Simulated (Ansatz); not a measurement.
## How far is PAW off for V?

```
V
1.0
    -1.51300    1.51300    1.46761
     1.51300   -1.51300    1.46761
     1.51300    1.51300   -1.46761
V
1
Cartesian
  0.0000 0.0000 0.0000
```

Conventional cell: a = 3.026 Å, b = 3.026 Å, c = 2.935 Å, α = 90.00°, β = 90.00°, γ = 90.00°. V (atom 1) is surrounded by 10 V at 2.59 to 2.94 Å.

The cell comes from COD entry 7101267, which wasn't checked; take it as a given geometry. The listed cell was then made from it by scaling, straining or moving an atom.

All numbers are computed: DFT, PBE, PAW with Ansatz's default frozen-core files, scalar-relativistic (Ansatz 0.2.0); DFT, PBE, all-electron PAW with datasets made for the crystal, scalar-relativistic (Ansatz 0.2.0); DFT, PBE, all-electron LAPW, scalar-relativistic (Ansatz 0.2.0).

For PAW: a Γ-centred 19×19×19 k mesh, Fermi–Dirac smearing of 0.03 eV, cutoff 420 eV, spin-polarised from start moments V 1.5 μB (the moments died away, and the run ended non-magnetic). The crystal-made all-electron datasets (AE datasets) take a cutoff of 280 eV at this cell. LAPW targets a basis error of 1 meV/atom. The Ansatz runs share mesh, smearing and spin set-up. Plane-wave (PAW) pressures include the program's estimate of the Pulay term.

Stress and pressure are positive in compression.

| quantity | PAW | AE datasets | LAPW |
| --- | --- | --- | --- |
| pressure (GPa) | ? | 0.16 | 0.16 |
| stress xx (GPa) | ? | -1.09 | -1.09 |
| stress zz (GPa) | ? | 2.67 | 2.67 |

Fill in "PAW" for the row "stress xx (GPa)".

-1.03.

Fill in "PAW" for the row "pressure (GPa)".

0.22.

What belongs in the row "stress zz (GPa)", column "PAW"?

2.72.
